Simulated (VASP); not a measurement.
# Rh: convergence, self-consistent run

Rh, P-3m1 (no. 164), 2 atoms in the cell. LDA; PAW potentials Rh_pv (LDA set). VASP 6.6.1. The cell is changed on purpose: last atom moved by 0.08 Å along z, cell strained by +1.0% along z.

Wanted: stress within 1 GPa.

What the run is for: stress; Accuracy asked: screening.

POSCAR:
```
Rh
1.0
    2.7309790422      0.0000000000      0.0000000000
   -1.3654895211      2.3650972278      0.0000000000
    0.0000000000      0.0000000000      4.4727738900
Rh
2
Direct
    0.3333333300      0.6666666700      0.2500000000
    0.6666666700      0.3333333300      0.7680648500
```

The series start from Plane-wave cutoff (eV): 320; Smearing width (eV): 0.07; k-point mesh: 15 × 15 × 8; Precision mode (PREC): Accurate; Electronic threshold (eV): 1e-6; Bands in all (NBANDS): 25; Electronic algorithm: ALGO=Normal; Delay and inner steps: defaults; Support grid and gradient cutoff: ADDGRID=False GGA_COMPAT=False. Each series keeps the choices made before it, and each single choice may use up half of a tolerance.

## Plane-wave cutoff (eV)

| Plane-wave cutoff (eV) | Stress, largest deviation (GPa) | SCF iterations | Time (s) |
|---|---|---|---|
| 200 | 127.4 | 12 | 9.6 |
| 240 | 16.7 | 12 | 10 |
| 280 | 0.3 | 12 | 11 |
| 320 | 1.2 | 12 | 13 |
| 370 | 1.9 | 11 | 19 |
| 430 | 0.4 | 11 | 21 |
| 510 | 0.1 | 12 | 28 |
| 640 (reference) | 0.0 | 12 | 31 |

Chosen: 430, the loosest value from which every tighter one stays within half of the tolerance.

## Smearing width (eV)

| Smearing width (eV) | Stress, largest deviation (GPa) | SCF iterations | Time (s) |
|---|---|---|---|
| 0.3 | 1.1 | 11 | 20 |
| 0.2 | 0.6 | 11 | 20 |
| 0.15 | 0.4 | 11 | 20 |
| 0.1 | 0.3 | 11 | 20 |
| 0.07 | 0.1 | 11 | 21 |
| 0.04 (reference) | 0.0 | 12 | 21 |

Chosen: 0.15.

## k-point mesh

| k-point mesh | Stress, largest deviation (GPa) | SCF iterations | Time (s) |
|---|---|---|---|
| 5 × 5 × 3 | 2.7 | 11 | 2.1 |
| 6 × 6 × 4 | 2.7 | 11 | 3.2 |
| 8 × 8 × 5 | 0.7 | 11 | 4.8 |
| 10 × 10 × 6 | 1.0 | 11 | 8.1 |
| 13 × 13 × 7 | 0.1 | 12 | 14 |
| 15 × 15 × 8 | 0.3 | 11 | 20 |
| 18 × 18 × 10 | 0.3 | 12 | 35 |
| 22 × 22 × 12 (reference) | 0.0 | 12 | 59 |

Chosen: 13 × 13 × 7.

## Precision mode (PREC)

| Precision mode (PREC) | Stress, largest deviation (GPa) | SCF iterations | Time (s) |
|---|---|---|---|
| SingleN | 0.0 | 12 | 8.3 |
| Normal | 0.0 | 12 | 9.1 |
| Single | 0.0 | 12 | 16 |
| Accurate (reference) | 0.0 | 12 | 14 |

Chosen: SingleN.

## Electronic threshold (eV)

| Electronic threshold (eV) | Stress, largest deviation (GPa) | SCF iterations | Time (s) |
|---|---|---|---|
| 0.001 | 0.3 | 9 | 7.3 |
| 0.0001 | 0.4 | 10 | 8.3 |
| 1e-5 | 0.0 | 11 | 8.2 |
| 1e-6 | 0.0 | 12 | 8.3 |
| 1e-7 | 0.0 | 12 | 9.3 |
| 1e-8 (reference) | 0.0 | 12 | 9.2 |

Chosen: 0.001.

## Bands in all (NBANDS)

| Bands in all (NBANDS) | Stress, largest deviation (GPa) | SCF iterations | Time (s) |
|---|---|---|---|
| 16 | 0.6 | 9 | 4.6 |
| 17 | 0.3 | 9 | 5.1 |
| 19 | 0.0 | 9 | 5.2 |
| 21 | 0.0 | 9 | 5.9 |
| 25 | 0.0 | 9 | 7.3 |
| 35 (reference) | 0.0 | 9 | 9.2 |

Chosen: 17.

## Electronic algorithm

| Electronic algorithm | Stress, largest deviation (GPa) | SCF iterations | Time (s) |
|---|---|---|---|
| ALGO=Normal | 0.0 | 9 | 5.1 |
| ALGO=Fast | 4.5 | 11 | 5.6 |
| ALGO=VeryFast | 1.1 | 18 | 7.0 |
| ALGO=All ISEARCH=1 | 0.2 | 13 | 6.4 |
| ALGO=All ISEARCH=0 | 0.2 | 13 | 6.1 |
| ALGO=Damped TIME=0.4 | 0.8 | 24 | 9.1 |
| ALGO=Damped TIME=0.1 | 0.9 | 34 | 11 |

Chosen: ALGO=Normal; no other choice that stays within half of the tolerance saves 30 % of the time.

## Delay and inner steps

| Delay and inner steps | Stress, largest deviation (GPa) | SCF iterations | Time (s) |
|---|---|---|---|
| defaults | 0.0 | 9 | 5.1 |
| NELMDL=-2 | 0.3 | 7 | 4.1 |
| NELMDL=-8 | 0.0 | 12 | 5.3 |
| NELMDL=-12 | 0.0 | 16 | 6.1 |
| NRMM=2 | 0.1 | 14 | 5.9 |
| NRMM=6 | 0.0 | 9 | 4.5 |
| WEIMIN=0.001 | 0.0 | 9 | 4.8 |

Chosen: defaults.

## Support grid and gradient cutoff

| Support grid and gradient cutoff | Stress, largest deviation (GPa) | SCF iterations | Time (s) |
|---|---|---|---|
| ADDGRID=False GGA_COMPAT=False | 0.0 | 9 | 5.1 |
| ADDGRID=True GGA_COMPAT=False | 0.1 | 9 | 5.0 |
| ADDGRID=False GGA_COMPAT=True | 0.0 | 9 | 4.8 |

Chosen: ADDGRID=False GGA_COMPAT=False.

## All choices together

| Input | Stress, largest deviation (GPa) | Time (s) |
|---|---|---|
| the program's defaults (naive) | 15.4 | 0.9 |
| chosen settings | 0.2 | 5.1 |
| reference settings throughout | 0.0 | 130 |

The tolerance is met.

Values of the reference run: Stress: -19.05, 0, 0, 0, -19.05, 0, 0, 0, -22.25 GPa.

## The input

INCAR:
```
SYSTEM = Rh
ADDGRID = .False.
ALGO = Normal
EDIFF = 0.001
ENCUT = 430
GGA = CA
GGA_COMPAT = .False.
ISIF = 2
ISMEAR = 0
KPAR = 2
LASPH = .True.
LCHARG = .False.
LREAL = .False.
LWAVE = .False.
NBANDS = 17
NELM = 120
PREC = SingleN
SIGMA = 0.15
```

KPOINTS:
```
Automatic mesh
0
Gamma
  13 13 7
  0 0 0
```

Commands:
```
cat potpaw_LDA.64/Rh_pv/POTCAR > POTCAR
mpirun -np 2 vasp_std > vasp.out
```

The chosen input took VASP 6.6.1 5.1 s on 2 cores (Intel Xeon Platinum 8488C (Sapphire Rapids)), a shared host.

## An input that fails: too few bands

VASP's message: The number of bands is not sufficient to hold all electrons. I am sorry, but this calculation does not make sense. If you want to calculate only selected states, you need to set either EFERMI or EREF. EREF specifies around which energy states are supposed to be calculated. I found NBANDS = 14, NELECT = ….

Changes against the starting input:
```
- NELM = 120
- NBANDS = 25
+ NELM = 83
+ NBANDS = 14
```
